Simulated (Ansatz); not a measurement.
# C3H5O2: the cost of one run

Method: DFT B3LYP, Gaussian basis aug-cc-pVTZ, and further levels as typed in the inputs, in Ansatz 0.2.0.

## 1. The structure to begin with

Bond lengths: C1–C2 1.526 Å, C2–C3 1.565 Å, C3–O4 1.254 Å, C3–O5 1.255 Å, C1–H6 1.091 Å, C1–H7 1.097 Å, C1–H8 1.091 Å, C2–H9 1.095 Å, C2–H10 1.095 Å. Angles (14 of 15 angles, heavy atoms first): C1–C2–C3 115.6°, C2–C3–O4 116.8°, C2–C3–O5 114.5°, O4–C3–O5 128.7°, C1–C2–H9 110.5°, C1–C2–H10 110.5°, C3–C2–H9 107.0°, C3–C2–H10 107.0°, C2–C1–H6 110.8°, C2–C1–H7 111.7°, C2–C1–H8 110.8°, H9–C2–H10 105.6°, H6–C1–H7 108.4°, H6–C1–H8 106.5°.

Structure file:

```xyz
10

C    -1.4558   -0.2733   -0.0457
C    -0.1904    0.5800   -0.0418
C     1.1573   -0.2083    0.0610
O     1.0769   -1.4581    0.1299
O     2.1840    0.5129    0.0629
H    -1.5209   -0.8735    0.8628
H    -2.3604    0.3427   -0.1199
H    -1.4471   -0.9750   -0.8808
H    -0.1367    1.1904   -0.9488
H    -0.2101    1.2913    0.7899
```

## 2. Harmonic vibrations: C3H5O2, charge -1

It takes the final geometry of an earlier run.

Input file input.yaml:

```yaml
crystal:
  periodic: [false, false, false]
  atoms:
    - { symbol: C, position_ang: [-1.45579446, -0.27326038, -0.04570423] }
    - { symbol: C, position_ang: [-0.1903879, 0.57998072, -0.04177676] }
    - { symbol: C, position_ang: [1.15733173, -0.20831124, 0.06103884] }
    - { symbol: O, position_ang: [1.07686218, -1.45806244, 0.12992842] }
    - { symbol: O, position_ang: [2.18403174, 0.51287012, 0.06292169] }
    - { symbol: H, position_ang: [-1.52090179, -0.87353597, 0.86282144] }
    - { symbol: H, position_ang: [-2.36036475, 0.34274311, -0.11987019] }
    - { symbol: H, position_ang: [-1.44705238, -0.97504447, -0.88080645] }
    - { symbol: H, position_ang: [-0.13668597, 1.19035973, -0.94879164] }
    - { symbol: H, position_ang: [-0.21006839, 1.29132082, 0.78990887] }
total_charge: -1
basis:
  gaussian: { orbitals: aug-cc-pVTZ }
hamiltonian:
  xc: { name: B3LYP }
phonons: {}
```

Started as:

```console
ansatz run input.yaml --threads 4 --pin off --max-ram 12288MiB --backend cpu --events-out ev --progress --plain --runs-dir out
```

**Question.** How long does this run take on 4 threads of Arm Neoverse V2, shared host, and how much memory does it need?

About 5.4 min, with a peak of 1.3 GiB.
